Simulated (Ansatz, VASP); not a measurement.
Two plane-wave programs on CsBr

POSCAR

```
CsBr
1.0
    4.3226054757      0.0000000000      0.0000000000
    0.0000000000      4.3226054757      0.0000000000
    0.0000000000      0.0000000000      4.3226054757
Cs Br
1 1
Direct
    0.0000000000      0.0000000000      0.0000000000
    0.5000000000      0.5000000000      0.5000000000
```

Contents of INCAR.step1:

```
PREC     = Accurate       # precision mode
ENCUT    = 520            # plane-wave cutoff, eV
ISMEAR   = 0              # smearing method
SIGMA    = 0.02           # smearing width, eV
LREAL    = False          # projectors in reciprocal space
LASPH    = True           # aspherical terms in the spheres
NELM     = 100            # most SCF steps
NBANDS   = 15             # bands
GGA      = PE             # functional
ALGO     = Normal         # electronic algorithm
EDIFF    = 1E-4           # SCF threshold, eV
LWAVE    = True           # write WAVECAR
LCHARG   = False          # write CHGCAR
```

The input INCAR.step2:

```
PREC     = Accurate       # precision mode
ENCUT    = 520            # plane-wave cutoff, eV
EDIFF    = 1E-6           # SCF threshold, eV
ISMEAR   = 0              # smearing method
SIGMA    = 0.02           # smearing width, eV
LREAL    = False          # projectors in reciprocal space
LASPH    = True           # aspherical terms in the spheres
NELM     = 100            # most SCF steps
ALGO     = Normal         # electronic algorithm
ISIF     = 2              # what is computed and relaxed
LWAVE    = False          # write WAVECAR
LCHARG   = False          # write CHGCAR
METAGGA  = R2SCAN         # meta-GGA
LMIXTAU  = True         
NBANDS   = 15             # bands
ISTART   = 1
```

Contents of KPOINTS:

```
Automatic mesh
0
Gamma
  6 6 6
```

Input for Ansatz:

```yaml
crystal:
  lattice:
    - [4.3226054757, 0.0, 0.0]
    - [0.0, 4.3226054757, 0.0]
    - [0.0, 0.0, 4.3226054757]
  atoms:
    - { symbol: Cs, position: [0.0, 0.0, 0.0] }
    - { symbol: Br, position: [0.5, 0.5, 0.5] }
basis:
  ecutwfc: 500
kpoints:
  mp_grid: { grid: [6, 6, 6] }
  band_path:
    path:
      - [[0.0, 0.0, 0.0], [0.0, 0.5, 0.0], [0.5, 0.5, 0.0], [0.0, 0.0, 0.0], [0.5, 0.5, 0.5], [0.0, 0.5, 0.0]]
      - [[0.5, 0.5, 0.5], [0.5, 0.5, 0.0]]
    npoints: 14
hamiltonian:
  xc: r2scan
scf:
  occupations: { method: gaussian, width: 0.02 }
  n_extra_bands: 6
output:
  forces: true
  stress: true
  eigenvalues: true
  populations: true
  dos: { projected: true, de: 0.02, nscf_kmesh: { grid: [9, 9, 9] } }
  bader: true
  write_density: true
  write_potential: true
  elf: true
  volumetric_format: npy
```

Alike in both runs: task single point; functional r2SCAN; k mesh 6 × 6 × 6; occupations gaussian, width 0.02 eV; no spin polarisation.

|  | VASP | Ansatz |
| --- | --- | --- |
| version | VASP 6.6.1 | Ansatz 0.2.0 |
| potentials or method | VASP PAW PBE potentials, release 64 (Cs_sv, Br) | scalar-relativistic, plane waves, PAW |
| plane-wave cutoff (eV) | 520 | 500 |
| valence electrons in the cell | 16 | 16 |

|  | VASP | Ansatz | Ansatz less VASP |
| --- | --- | --- | --- |
| gap on the k mesh at the Fermi level (eV) | 5.18 | 5.19 | +0.017 |
| least direct gap on the mesh (eV) | 5.18 | 5.20 | +0.014 |
| pressure (GPa) | 0.1 | 0.0 | -0.04 |

Caveats: the PAW data sets were made with another functional, which shifts forces and pressure a little (VASP); spin-orbit coupling is left out, which moves the levels of the heavy elements. A k mesh can miss the band edges. r2SCAN opens gaps a little over a GGA but as a rule still falls short of measured ones.
